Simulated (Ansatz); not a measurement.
## Al3Cu2 in Ansatz: the effect of strain

The system is Al3Cu2.

```
Cu Al
1.0
     4.09195    0.00000    0.00000
    -2.04598    3.54373    0.00000
     0.00000    0.00000    4.79307
Cu Al
2 3
Direct
  0.66667 0.33333 0.16049
  0.33333 0.66667 0.83951
  0.66667 0.33333 0.65007
  0.33333 0.66667 0.34993
  0.00000 0.00000 0.00000
```

The cell comes from a database or a generator and needn't be the stable form of this composition.

Alike in all runs:

| Item | Value |
| --- | --- |
| Program | Ansatz 0.2.0 |
| Task | relaxation of the atoms |
| Functional | PBEsol |
| Potentials or basis | Ansatz PAW |
| Cutoff | 420 eV (not typed: the program's choice for these potentials) |
| k mesh | 6 × 6 × 5 |
| Occupations | fermi-dirac, width 0.05 eV |
| Spin | no spin polarisation |
| Kind of strain | uniaxial |

Each run relaxes the cell or the atoms first.

| strain | pressure (GPa) |
| --- | --- |
| -0.04 | 5.7 |
| -0.02 | 2.6 |
| -0.01 | 1.4 |
| 0 | 0.2 |
| 0.01 | ? |
| 0.02 | -1.9 |
| 0.04 | -3.6 |

Question: What does the run with strain 0.01 give?

Answer: Pressure -0.9 GPa.

Worked out: A parabola through the other rows of the pressure, of slope -105 GPa per unit of strain there, gives -0.9 GPa, against the run's -0.9.

Caveats: the PAW data sets come from PBE, with cores solved anew for the run's functional, which leaves a small shift of forces and pressure; the thresholds are loose for stress.
